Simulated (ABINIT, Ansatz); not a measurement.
## ZnS: electronic dielectric constant by level of theory

The structure is cubic, space group F-43m (No. 216). The conventional cell has a = 5.404 Å, b = 5.404 Å, c = 5.404 Å, α = 90.00°, β = 90.00°, γ = 90.00°. Zn (site symmetry -43m) is surrounded by 4 S at 2.34 Å. S (site symmetry -43m) is surrounded by 4 Zn at 2.34 Å.

```tsv
rung	level	program and potentials	cutoff (eV)	k mesh	smearing	task	core time	chip	electronic dielectric constant	notes
LDA	LDA	Ansatz, Ansatz PAW	420	9 × 9 × 9	fixed	Born charges and dielectric tensor	42 s	Intel Xeon	6.23	potentials made for PBE, which Ansatz adapts in part; 9 valence electrons an atom on average
GGA	PBEsol	Ansatz, Ansatz PAW	420	9 × 9 × 9	fixed	Born charges and dielectric tensor	53 s	Arm Neoverse V2	6.11	potentials made for PBE, which Ansatz adapts in part; 9 valence electrons an atom on average
meta-GGA	r2SCAN	Ansatz, Ansatz PAW	500	9 × 9 × 9	fixed	Born charges and dielectric tensor	1.9 min	Intel Xeon	5.43	potentials made for PBE, which Ansatz adapts in part; 9 valence electrons an atom on average
GGA	PBE	Ansatz, Ansatz PAW	420	7 × 7 × 7	fixed	phonons	4.7 min	Intel Xeon	5.94	9 valence electrons an atom on average
LDA	LDA	Ansatz, Ansatz PAW	420	7 × 7 × 7	fixed	phonons	4.8 min	Intel Xeon Platinum 8259CL Skylake/Cascade Lake	6.23	potentials made for PBE, which Ansatz adapts in part; 9 valence electrons an atom on average
GGA	PBE	ABINIT, PseudoDojo NC SR PBE v0.4.1 standard	1034	4 × 4 × 4, 4 shifts	fixed	phonon dispersion	70 min	Arm Neoverse V1	5.99	13 valence electrons an atom on average
```

Times are single runs on shared hosts and different chips, so they are rough; meshes, cutoffs and the tasks' sizes weigh on the time. All rows: no spin polarisation. Smearing widths are in eV. The cell comes from a database and isn't always the measured one. Meshes differ between rows, which moves values too. All levels ran on this one cell, unrelaxed unless noted. Meshes are those of the run's cell of 2 atoms unless a note names another. Ansatz refines the mesh for the field response beyond the one shown. Runs on faulty files, with rough fits or with known faults for this quantity aren't shown. No row holds spin-orbit coupling.

By rung: LDA 6.23; GGA 5.94 to 6.11; meta-GGA 5.43.
